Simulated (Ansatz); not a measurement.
# AlGaN2: properties at the relaxed cell

This session takes AlGaN2 and sets out to fit an equation of state.

Program: Ansatz 0.2.0. Level of theory: DFT LDA, scalar-relativistic, plane waves, PAW. These are calculated values, not measurements.

### 1 The system as given

It takes space group P-4m2 (No. 115, tetragonal). The conventional cell has a = 3.115 Å, b = 3.115 Å, c = 4.384 Å, α = 90.00°, β = 90.00°, γ = 90.00°. Al (site symmetry -4m2) has 4 N at 1.88 Å as nearest neighbours. Ga (site symmetry -4m2) has 4 N at 1.93 Å as nearest neighbours. N (site symmetry 2mm) is surrounded by 2 Al at 1.88 Å and 2 Ga at 1.93 Å.

Coordinates:

```xyz
4
Lattice="3.1153 0.0000 0.0000 0.0000 3.1153 0.0000 0.0000 0.0000 4.3843" Properties=species:S:1:pos:R:3 pbc="T T T"
Al    1.5576    1.5576    2.1922
Ga    0.0000    0.0000    0.0000
N     1.5576    0.0000    3.2446
N     0.0000    1.5576    1.1397
```

It goes back to an entry of the Materials Project, which need not be the stable form.

This cell was relaxed beforehand with the same method: volume 10.64 Å³/atom, gap on the mesh 3.05 eV.

### 2 Point at V/V0 = 0.97

input.yaml reads:

```yaml
crystal:
  lattice:
    - [3.0838167761, 0.0, 0.0]
    - [0.0, 3.0838167761, 0.0]
    - [0.0, 0.0, 4.3400409971]
  atoms:
    - { symbol: Al, position: [0.5, 0.5, 0.5] }
    - { symbol: Ga, position: [0.0, 0.0, 0.0] }
    - { symbol: "N", position: [0.5, 0.0, 0.7400513253] }
    - { symbol: "N", position: [0.0, 0.5, 0.2599486747] }
basis:
  ecutwfc: 420
kpoints:
  mp_grid: { grid: [8, 8, 6] }
hamiltonian:
  xc: lda
scf:
  occupations: { method: gaussian, width: 0.02 }
output:
  forces: true
  stress: true
  eigenvalues: true
relax:
  adjacent_minimum: "off"
  f_tol: 0.01
  max_steps: 30
  cell: { stress_tol: 0.1, fix: [volume] }
```

The run is started by

```console
ansatz run input.yaml --threads 1 --pin off --max-ram 2560MiB --backend cpu --events-out ev --progress --plain --runs-dir out
```

### 3 The cell scaled to 1.03 of its volume

input.yaml, as its differences from that of step 2:

```diff
@@ -2,5 +2,5 @@
   lattice:
-    - [3.0838167761, 0.0, 0.0]
-    - [0.0, 3.0838167761, 0.0]
-    - [0.0, 0.0, 4.3400409971]
+    - [3.1461328943, 0.0, 0.0]
+    - [0.0, 3.1461328943, 0.0]
+    - [0.0, 0.0, 4.4277422218]
   atoms:
```

### 4 Point at V/V0 = 0.94

input.yaml reads:

```yaml
crystal:
  lattice:
    - [3.0520631676, 0.0, 0.0]
    - [0.0, 3.0520631676, 0.0]
    - [0.0, 0.0, 4.2937825733]
  atoms:
    - { symbol: Al, position: [0.5, 0.5, 0.5] }
    - { symbol: Ga, position: [0.0, 0.0, 0.0] }
    - { symbol: "N", position: [0.5, 0.0, 0.7399957396] }
    - { symbol: "N", position: [0.0, 0.5, 0.2600042604] }
basis:
  ecutwfc: 420
kpoints:
  mp_grid: { grid: [8, 8, 6] }
hamiltonian:
  xc: lda
scf:
  occupations: { method: gaussian, width: 0.02 }
output:
  forces: true
  stress: true
  eigenvalues: true
relax:
  adjacent_minimum: "off"
  f_tol: 0.01
  max_steps: 30
  cell: { stress_tol: 0.1, fix: [volume] }
```

### 5 The cell scaled to 1.06 of its volume

input.yaml reads:

```yaml
crystal:
  lattice:
    - [3.176386028, 0.0, 0.0]
    - [0.0, 3.176386028, 0.0]
    - [0.0, 0.0, 4.4703192781]
  atoms:
    - { symbol: Al, position: [0.5, 0.5, 0.5] }
    - { symbol: Ga, position: [0.0, 0.0, 0.0] }
    - { symbol: "N", position: [0.5, 0.0, 0.7400513253] }
    - { symbol: "N", position: [0.0, 0.5, 0.2599486747] }
basis:
  ecutwfc: 420
kpoints:
  mp_grid: { grid: [8, 8, 6] }
hamiltonian:
  xc: lda
scf:
  occupations: { method: gaussian, width: 0.02 }
output:
  forces: true
  stress: true
  eigenvalues: true
relax:
  adjacent_minimum: "off"
  f_tol: 0.01
  max_steps: 30
  cell: { stress_tol: 0.1, fix: [volume] }
```

### 6 Point at V/V0 = 0.91

input.yaml reads:

```yaml
crystal:
  lattice:
    - [3.0204912261, 0.0, 0.0]
    - [0.0, 3.0204912261, 0.0]
    - [0.0, 0.0, 4.2440986133]
  atoms:
    - { symbol: Al, position: [0.5, 0.5, 0.5] }
    - { symbol: Ga, position: [0.0, 0.0, 0.0] }
    - { symbol: "N", position: [0.5, 0.0, 0.7397906127] }
    - { symbol: "N", position: [0.0, 0.5, 0.2602093873] }
basis:
  ecutwfc: 420
kpoints:
  mp_grid: { grid: [8, 8, 6] }
hamiltonian:
  xc: lda
scf:
  occupations: { method: gaussian, width: 0.02 }
output:
  forces: true
  stress: true
  eigenvalues: true
relax:
  adjacent_minimum: "off"
  f_tol: 0.01
  max_steps: 30
  cell: { stress_tol: 0.1, fix: [volume] }
```

### 7 The cell scaled to 1.10 of its volume

input.yaml reads:

```yaml
crystal:
  lattice:
    - [3.2158482746, 0.0, 0.0]
    - [0.0, 3.2158482746, 0.0]
    - [0.0, 0.0, 4.5258568734]
  atoms:
    - { symbol: Al, position: [0.5, 0.5, 0.5] }
    - { symbol: Ga, position: [0.0, 0.0, 0.0] }
    - { symbol: "N", position: [0.5, 0.0, 0.7400513253] }
    - { symbol: "N", position: [0.0, 0.5, 0.2599486747] }
basis:
  ecutwfc: 420
kpoints:
  mp_grid: { grid: [8, 8, 6] }
hamiltonian:
  xc: lda
scf:
  occupations: { method: gaussian, width: 0.02 }
output:
  forces: true
  stress: true
  eigenvalues: true
relax:
  adjacent_minimum: "off"
  f_tol: 0.01
  max_steps: 30
  cell: { stress_tol: 0.1, fix: [volume] }
```

### 8 Volume × 0.88

input.yaml reads:

```yaml
crystal:
  lattice:
    - [2.9881812495, 0.0, 0.0]
    - [0.0, 2.9881812495, 0.0]
    - [0.0, 0.0, 4.1934167993]
  atoms:
    - { symbol: Al, position: [0.5, 0.5, 0.5] }
    - { symbol: Ga, position: [0.0, 0.0, 0.0] }
    - { symbol: "N", position: [0.5, 0.0, 0.7396026286] }
    - { symbol: "N", position: [0.0, 0.5, 0.2603973714] }
basis:
  ecutwfc: 420
kpoints:
  mp_grid: { grid: [8, 8, 6] }
hamiltonian:
  xc: lda
scf:
  occupations: { method: gaussian, width: 0.02 }
output:
  forces: true
  stress: true
  eigenvalues: true
relax:
  adjacent_minimum: "off"
  f_tol: 0.01
  max_steps: 30
  cell: { stress_tol: 0.1, fix: [volume] }
```

(Steps that only read results are left out.)

Before running it: what results should come out? Wanted: equilibrium volume of the fit; bulk modulus.

**Answer**, as computed:

| quantity | value |
| --- | --- |
| equilibrium volume of the fit | 10.64 Å³/atom |
| bulk modulus | 206 GPa |
| its pressure derivative | 4.1 |

What this shows: The fit puts the minimum at 10.64 Å³/atom with B = 206 GPa and B' = 4.1. The gap on the mesh goes from 3.31 eV at the smallest volume to 2.36 eV at the largest.
